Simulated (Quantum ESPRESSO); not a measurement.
# FeO (Wuestite) (Fm-3m) in Quantum ESPRESSO: phonons with PBEsol

Aim: the phonons of FeO (Wuestite) with PBEsol.

Program: Quantum ESPRESSO 7.5. These are calculated values, not measurements. Logs are shortened: lines on timing, memory, paths and dates and some standing lists are left out, and cuts for length are marked.

**The experiment to reproduce.**

“W\"ustite: Electric, thermodynamic and optical properties of FeO”, 2012, arxiv:1203.1201 quotes, for a bulk crystal of FeO: band gap 2.4 eV (optical).

The runs below are set against these values where they give the same quantity.

## 1. The structure

The structure is cubic, space group Fm-3m (No. 225). The conventional cell has a = 4.311 Å, b = 4.311 Å, c = 4.311 Å, α = 90.00°, β = 90.00°, γ = 90.00°. Fe (site symmetry m-3m) is surrounded by 6 O at 2.16 Å. O (site symmetry m-3m) has 6 Fe at 2.16 Å as nearest neighbours.

## 2. Phonons, PBEsol, collinear spin, ferromagnetic start

File pw.in:

```
&CONTROL
  calculation = 'scf'
  prefix = 'pwscf'
  outdir = './tmp'
  pseudo_dir = './pseudo'
  tprnfor = .true.
  tstress = .true.
  disk_io = 'low'
/
&SYSTEM
  ibrav = 0
  nat = 2
  ntyp = 2
  ecutwfc = 45
  ecutrho = 360
  nbnd = 21
  occupations = 'smearing'
  smearing = 'fd'
  degauss = 0.00367493
  nspin = 2
  starting_magnetization(1) = 0.1875
  starting_magnetization(2) = 0
/
&ELECTRONS
  conv_thr = 4d-10
  electron_maxstep = 120
  mixing_beta = 0.3
/
ATOMIC_SPECIES
Fe    55.8450 fe_pbesol_v1.5.uspp.F.UPF
O     15.9990 o_pbesol_v1.2.uspp.F.UPF
CELL_PARAMETERS angstrom
   0.0000000000    2.1554000000    2.1554000000
   2.1554000000    0.0000000000    2.1554000000
   2.1554000000    2.1554000000    0.0000000000
ATOMIC_POSITIONS crystal
Fe     0.0000000000    0.0000000000    0.0000000000
O      0.5000000000    0.5000000000    0.5000000000
K_POINTS automatic
8 8 8 1 1 1
```

File relax.in:

```
&CONTROL
  calculation = 'vc-relax'
  prefix = 'pwscf'
  outdir = './tmp'
  pseudo_dir = './pseudo'
  tprnfor = .true.
  tstress = .true.
  disk_io = 'low'
  nstep = 40
  forc_conv_thr = 0.0001
  etot_conv_thr = 1d-06
/
&SYSTEM
  ibrav = 0
  nat = 2
  ntyp = 2
  ecutwfc = 45
  ecutrho = 360
  nbnd = 21
  occupations = 'smearing'
  smearing = 'fd'
  degauss = 0.00367493
  nspin = 2
  starting_magnetization(1) = 0.1875
  starting_magnetization(2) = 0
/
&ELECTRONS
  conv_thr = 4d-10
  electron_maxstep = 120
  mixing_beta = 0.3
/
&IONS
  ion_dynamics = 'bfgs'
/
&CELL
  cell_dynamics = 'bfgs'
  press = 0
  press_conv_thr = 0.2
/
ATOMIC_SPECIES
Fe    55.8450 fe_pbesol_v1.5.uspp.F.UPF
O     15.9990 o_pbesol_v1.2.uspp.F.UPF
CELL_PARAMETERS angstrom
   0.0000000000    2.1554000000    2.1554000000
   2.1554000000    0.0000000000    2.1554000000
   2.1554000000    2.1554000000    0.0000000000
ATOMIC_POSITIONS crystal
Fe     0.0000000000    0.0000000000    0.0000000000
O      0.5000000000    0.5000000000    0.5000000000
K_POINTS automatic
8 8 8 1 1 1
```

File scf2.in:

```
&CONTROL
  calculation = 'scf'
  prefix = 'pwscf'
  outdir = './tmp'
  pseudo_dir = './pseudo'
  tprnfor = .true.
  tstress = .true.
  disk_io = 'low'
/
&SYSTEM
  ibrav = 0
  nat = 2
  ntyp = 2
  ecutwfc = 45
  ecutrho = 360
  nbnd = 21
  occupations = 'smearing'
  smearing = 'fd'
  degauss = 0.00367493
  nspin = 2
  starting_magnetization(1) = 0.1875
  starting_magnetization(2) = 0
/
&ELECTRONS
  conv_thr = 1d-13
  electron_maxstep = 120
  mixing_beta = 0.3
  startingpot = 'file'
  startingwfc = 'file'
/
ATOMIC_SPECIES
Fe    55.8450 fe_pbesol_v1.5.uspp.F.UPF
O     15.9990 o_pbesol_v1.2.uspp.F.UPF
CELL_PARAMETERS angstrom
   0.0000000000    2.1223345386    2.1223345386
   2.1223345386    0.0000000000    2.1223345386
   2.1223345386    2.1223345386    0.0000000000
ATOMIC_POSITIONS crystal
Fe     0.0000000000    0.0000000000    0.0000000000
O      0.5000000000    0.5000000000    0.5000000000
K_POINTS automatic
8 8 8 1 1 1
```

File ph.in:

```
phonons of FeO
&INPUTPH
  prefix = 'pwscf'
  outdir = './tmp'
  tr2_ph = 1d-16
  fildyn = 'dyn'
  niter_ph = 60
  alpha_mix(1) = 0.4
/
0.0000000000 0.0000000000 0.0000000000
```

File dynmat.in:

```
&INPUT
  fildyn = 'dyn'
  asr = 'crystal'
  filout = 'dynmat.disp'
  fileig = 'dynmat.eig'
/
```

Potentials or basis: GBRV 1.5 PBEsol.

The run is started by

```sh
OMP_NUM_THREADS=1 pw.x -in pw.in > pw.out
OMP_NUM_THREADS=1 pw.x -in relax.in > relax.out
OMP_NUM_THREADS=1 pw.x -in scf2.in > scf2.out
OMP_NUM_THREADS=1 ph.x -in ph.in > ph.out
OMP_NUM_THREADS=1 dynmat.x -in dynmat.in > dynmat.out
```

pw.out:

```text
This program is part of the open-source Quantum ESPRESSO suite
     for quantum simulation of materials; please cite
[... 9 lines left out ...]
     --------------------
     sticks:   dense  smooth     PW     G-vecs:    dense   smooth      PW
     Sum         823     421    139                15593     5577    1067

     Using Slab Decomposition

     bravais-lattice index     =            0
     lattice parameter (alat)  =       5.7603  a.u.
     unit-cell volume          =     135.1482 (a.u.)^3
     number of atoms/cell      =            2
     number of atomic types    =            2
     number of electrons       =        22.00
     number of Kohn-Sham states=           21
     kinetic-energy cutoff     =      45.0000  Ry
     charge density cutoff     =     360.0000  Ry
     scf convergence threshold =      4.0E-10
     mixing beta               =       0.3000
     number of iterations used =            8  plain     mixing
     Exchange-correlation= SLA  PW   PSX  PSC
                           (   1   4  10   8   0   0   0)

     celldm(1)=   5.760255  celldm(2)=   0.000000  celldm(3)=   0.000000
     celldm(4)=   0.000000  celldm(5)=   0.000000  celldm(6)=   0.000000

     crystal axes: (cart. coord. in units of alat)
               a(1) = (   0.000000   0.707107   0.707107 )
               a(2) = (   0.707107   0.000000   0.707107 )
               a(3) = (   0.707107   0.707107   0.000000 )

     reciprocal axes: (cart. coord. in units 2 pi/alat)
               b(1) = ( -0.707107  0.707107  0.707107 )
               b(2) = (  0.707107 -0.707107  0.707107 )
               b(3) = (  0.707107  0.707107 -0.707107 )

     PseudoPot. # 1 for Fe read from file:
     fe_pbesol_v1.5.uspp.F.UPF
     Pseudo is Ultrasoft + core correction, Zval = 16.0
     Generated by new atomic code, or converted to UPF format
     Using radial grid of  861 points,  6 beta functions with:
                l(1) =   0
                l(2) =   0
                l(3) =   1
                l(4) =   1
                l(5) =   2
                l(6) =   2
     Q(r) pseudized with  8 coefficients,  rinner =    1.000   1.000   1.000
                                                       1.000   1.000

     PseudoPot. # 2 for O  read from file:
     o_pbesol_v1.2.uspp.F.UPF
     Pseudo is Ultrasoft + core correction, Zval =  6.0
     Generated by new atomic code, or converted to UPF format
     Using radial grid of  737 points,  5 beta functions with:
                l(1) =   0
                l(2) =   0
                l(3) =   1
                l(4) =   1
                l(5) =   2
     Q(r) pseudized with  8 coefficients,  rinner =    0.900   0.900   0.900
                                                       0.900   0.900

     atomic species   valence    mass     pseudopotential
     Fe               16.00    55.84500     Fe( 1.00)
     O                 6.00    15.99900     O ( 1.00)

     Starting magnetic structure
     atomic species   magnetization
     Fe              0.188
     O               0.000

     48 Sym. Ops., with inversion, found

   Cartesian axes

     site n.     atom                  positions (alat units)
         1        Fe     tau(   1) = (   0.0000000   0.0000000   0.0000000  )
         2        O      tau(   2) = (   0.7071068   0.7071068   0.7071068  )

     number of k points=    60  Fermi-Dirac smearing, width (Ry)=  0.0037
                       cart. coord. in units 2pi/alat
        k(    1) = (   0.0441942   0.0441942   0.0441942), wk =   0.0039062
        k(    2) = (   0.1325825   0.1325825  -0.0441942), wk =   0.0117188
        k(    3) = (   0.2209709   0.2209709  -0.1325825), wk =   0.0117188
        k(    4) = (   0.3093592   0.3093592  -0.2209709), wk =   0.0117188
        k(    5) = (  -0.3093592  -0.3093592   0.3977476), wk =   0.0117188
        k(    6) = (  -0.2209709  -0.2209709   0.3093592), wk =   0.0117188
[... 52 lines left out ...]
        k(   59) = (   0.3093592   0.3093592   0.3093592), wk =   0.0039062
        k(   60) = (  -0.3093592  -0.3093592   0.9280777), wk =   0.0117188

     Dense  grid:    15593 G-vectors     FFT dimensions: (  36,  36,  36)

     Smooth grid:     5577 G-vectors     FFT dimensions: (  25,  25,  25)

     Check: negative core charge=   -0.000016
     Generating pointlists ...
     new r_m :   0.2917 (alat units)  1.6802 (a.u.) for type    1
     new r_m :   0.2917 (alat units)  1.6802 (a.u.) for type    2

     Initial potential from superposition of free atoms

     starting charge      21.0000, renormalised to      22.0000
     Starting wfcs are   17 randomized atomic wfcs +    4 random wfcs

     Self-consistent Calculation

     iteration #  1     ecut=    45.00 Ry     beta= 0.30
     Davidson diagonalization with overlap
     ethr =  1.00E-02,  avg # of iterations =  5.3

     total energy              =    -282.23271102 Ry
     estimated scf accuracy    <       0.65752476 Ry

     total magnetization       =     3.79 Bohr mag/cell
     absolute magnetization    =     3.79 Bohr mag/cell

     iteration #  2     ecut=    45.00 Ry     beta= 0.30
     Davidson diagonalization with overlap
     ethr =  2.99E-03,  avg # of iterations =  1.9

     total energy              =    -282.36570653 Ry
     estimated scf accuracy    <       0.15180366 Ry

     total magnetization       =     3.44 Bohr mag/cell
     absolute magnetization    =     3.44 Bohr mag/cell

     iteration #  3     ecut=    45.00 Ry     beta= 0.30
     Davidson diagonalization with overlap
     ethr =  6.90E-04,  avg # of iterations =  1.2

     total energy              =    -282.39886286 Ry
     estimated scf accuracy    <       0.02874076 Ry

     total magnetization       =     3.95 Bohr mag/cell
     absolute magnetization    =     3.95 Bohr mag/cell
[... 65 lines left out ...]
     total energy              =    -282.40778715 Ry
     estimated scf accuracy    <       0.00000002 Ry

     total magnetization       =     4.00 Bohr mag/cell
     absolute magnetization    =     4.01 Bohr mag/cell

     iteration # 11     ecut=    45.00 Ry     beta= 0.30
     Davidson diagonalization with overlap
     ethr =  1.04E-10,  avg # of iterations =  1.9

     total energy              =    -282.40778717 Ry
     estimated scf accuracy    <          2.1E-09 Ry

     total magnetization       =     4.00 Bohr mag/cell
     absolute magnetization    =     4.01 Bohr mag/cell

     iteration # 12     ecut=    45.00 Ry     beta= 0.30
     Davidson diagonalization with overlap
     ethr =  9.74E-12,  avg # of iterations =  2.0

     Magnetic moment per site  (integrated on atomic sphere of radius R)
     atom   1 (R=0.292)  charge= 13.5331  magn=  3.4556
     atom   2 (R=0.292)  charge=  5.8100  magn=  0.3228

     End of self-consistent calculation

     Number of k-points >= 100: set verbosity='high' to print the bands.

     the Fermi energy is    14.3716 ev

!    total energy              =    -282.40778719 Ry
     estimated scf accuracy    <          5.5E-11 Ry
     smearing contrib. (-TS)   =      -0.00071082 Ry
     internal energy E=F+TS    =    -282.40707636 Ry

     The total energy is F=E-TS. E is the sum of the following terms:
     one-electron contribution =    -136.51839918 Ry
     hartree contribution      =      80.35381468 Ry
     xc contribution           =     -36.21493585 Ry
     ewald contribution        =    -190.02755602 Ry

     total magnetization       =     4.00 Bohr mag/cell
     absolute magnetization    =     4.01 Bohr mag/cell

     convergence has been achieved in  12 iterations

     Forces acting on atoms (cartesian axes, Ry/au):

     atom    1 type  1   force =     0.00000000    0.00000000    0.00000000
     atom    2 type  2   force =     0.00000000    0.00000000   -0.00000000

     Total force =     0.000000     Total SCF correction =     0.000000

     Computing stress (Cartesian axis) and pressure

          total   stress  (Ry/bohr**3)                   (kbar)     P=      -87.46
  -0.00059454  -0.00000000  -0.00000000          -87.46       -0.00       -0.00
   0.00000000  -0.00059454   0.00000000            0.00      -87.46        0.00
  -0.00000000   0.00000000  -0.00059454           -0.00        0.00      -87.46

=------------------------------------------------------------------------------=
   JOB DONE.
=------------------------------------------------------------------------------=
```

Wall time 4.5 min (1 thread of Intel Xeon 6975P-C (Granite Rapids), shared host); peak memory 0.14 GiB.

What came out:

| Quantity | Value |
| --- | --- |
| Free energy | -3842.3771 eV |
| Relaxed volume | 9.56 Å³/atom |
| Relaxed cell | a = 3.001 Å, b = 3.001 Å, c = 3.001 Å, α = 60.00°, β = 60.00°, γ = 60.00° |
| Space group after relaxing (to 0.05 Å) | Fm-3m (No. 225) |
| Pressure after relaxing | 0.1 GPa |
| Band gap on the k mesh | none (metal or under the smearing width) |
| Net moment | 4.00 μB per cell |
| Absolute moment | 4.01 μB per cell |
| Site moments | Fe +3.43; O +0.33 μB |
| Valence electrons inside the program's atomic spheres | Fe 13.53; O 5.81 |
| Highest phonon frequency at Γ | 265 cm⁻¹ |

Step by step:
```
step  energy change (eV)  largest force (eV/Å)  pressure (GPa)  volume (Å³)
   1              0.0000                0.0000           -8.75        20.03
   2             -0.0259                0.0000           -0.32        19.15
   3             -0.0259                0.0000            0.04        19.12
   4             -0.0259                0.0000            0.00        19.12
```

Final structure:
```xyz
2
Lattice="0.0000 2.1223 2.1223 2.1223 0.0000 2.1223 2.1223 2.1223 0.0000" Properties=species:S:1:pos:R:3 pbc="T T T"
Fe    0.0000    0.0000    0.0000
O     2.1223    2.1223    2.1223
```

Phonon frequencies in cm⁻¹ (negative: imaginary):
| q point | frequencies |
| --- | --- |
| (0.000, 0.000, 0.000) | -7 -7 -7 265 265 265 |

Optical modes at Γ, degenerate ones joined:
```
cm⁻¹  components  symmetry  active in
 265           3       T1u         IR
```

Caveat: the k mesh is coarse; a cell with one magnetic atom can't hold antiferromagnetic order, which such compounds often take; semilocal functionals often make such compounds metallic where correlation or magnetic order opens a gap, which also shifts bond lengths.

## 3. Comparison with measurements

Step 2. Against the measured gap of FeO, 2.4 eV (optical; quoted in “W\"ustite: Electric, thermodynamic and optical properties of FeO”, 2012, arxiv:1203.1201), the calculated 0.00 eV is off by -2.40 eV. So large a miss can be the level of theory's own, or it may mean another phase, state or a wrong row. The value is that of PBEsol on a finite k mesh, which can miss the band edges, without temperature or zero-point motion. Semilocal functionals fall short of measured gaps as a rule. The run's magnetic order (collinear spin, ferromagnetic start) needn't be the measured crystal's.
